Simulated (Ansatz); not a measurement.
SnO: what symmetry allows forces and stress to be

```
Sn O
1.0
     3.73520   -0.03802    0.00000
    -0.03802    3.73520    0.00000
     0.00000    0.00000    4.69082
Sn O
2 2
Direct
  0.00000 0.50000 0.14950
  0.50000 0.00000 0.78191
  0.00000 0.00000 0.03430
  0.50000 0.50000 0.03430
```

Theory: DFT PBE, scalar-relativistic, plane waves, PAW (Ansatz).

Plane waves to 420 eV, a k mesh through Γ of 10×10×8 on the computed 4-atom cell and Gaussian smearing (0.10 eV); no spin polarisation.

This distorted cell has space group Cmm2, with 4 operations.

Problem. Without a calculation: in which directions can each atom feel a force?

Solution. A force must be left unchanged by every operation that keeps its atom in place, so it lies in the space that those operations leave fixed. Atoms that the group maps onto each other feel forces of one size.
```csv
atom,site symmetry,operations at the site,equivalent to atom,allowed force (Cartesian)
Sn1,mm2,4,1,"along (0.00, 0.00, 1.00)"
Sn2,mm2,4,2,"along (0.00, 0.00, 1.00)"
O3,..2,2,3,"along (0.00, 0.00, 1.00)"
O4,..2,2,3,"along (0.00, 0.00, 1.00)"
```

That leaves 3 independent force components of 12, tied by 1 condition that the forces sum to zero, so 2 remain. A relaxation in this cell that keeps the symmetry moves the atoms in these directions alone.

Problem. And the stress tensor?

Solution. It must be invariant under the point group, which leaves 3 independent components: yz, xz vanish; xx = yy.

Problem. Do the computed values obey this?

Solution. Yes. Forces (eV/Å):
```
Sn1  0.000  0.000  8.782
Sn2  0.000  0.000 -4.313
O3   0.000  0.000 -2.234
O4   0.000  0.000 -2.234
```

Stress (GPa, compression positive, xx yy zz yz xz xy): 46.76 46.76 18.79 0.00 0.00 1.35. The program imposes the same operations on density, forces and stress, so this confirms the analysis and is no independent test of the calculation.

The cell holds layers, and where no dispersion correction was added their binding is poorly described.